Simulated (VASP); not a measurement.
Runs of VASP 6.6.1 on InPd. Symmetry: Pm-3m, No. 221, cubic system. Conventional cell: a = 3.272 Å, b = 3.272 Å, c = 3.272 Å, α = 90.00°, β = 90.00°, γ = 90.00°. Around In (site symmetry m-3m) lie 8 Pd at 2.83 Å. Pd (site symmetry m-3m) has 8 In at 2.83 Å as nearest neighbours. The cell comes from a database or a generator and needn't be the stable form of this composition.

```tsv
task	level	potentials or basis	spin	cell	k mesh	cutoff (eV)	gap on the mesh (eV)	pressure (GPa)	relaxed volume (Å³/atom)
band structure	PBEsol	VASP PAW PBE potentials, release 64 (In_d, Pd)	off	as given	8 × 8 × 8	520	-	(a)	-
relaxation of cell and atoms	PBEsol	VASP PAW PBE potentials, release 64 (In_d, Pd)	off	relaxed	8 × 8 × 8	600	none	0.0	17.14
relaxation of cell and atoms	LDA	VASP PAW LDA potentials, release 64 (In_d, Pd)	off	relaxed	8 × 8 × 8	600	none	-0.1	16.68
band structure	LDA	VASP PAW LDA potentials, release 64 (In_d, Pd)	SOC, no magnetisation	as given	6 × 6 × 6	520	-	-6.5	-
```

Alike in all rows: smearing fermi-dirac 0.05 eV.

Question: Estimate the missing entries.

Answer: (a) -2.8.

Caveats: the PAW data sets were made with another functional, which shifts forces and pressure a little (some runs); spin-orbit coupling is left out, which moves the levels of the heavy elements (some runs).

A k mesh can miss the band edges, and rows without SOC leave out spin-orbit coupling on In, Pd.

A gap of «none» marks a metal or a gap under the smearing width.

Runs at the PBE level aren't shown here.
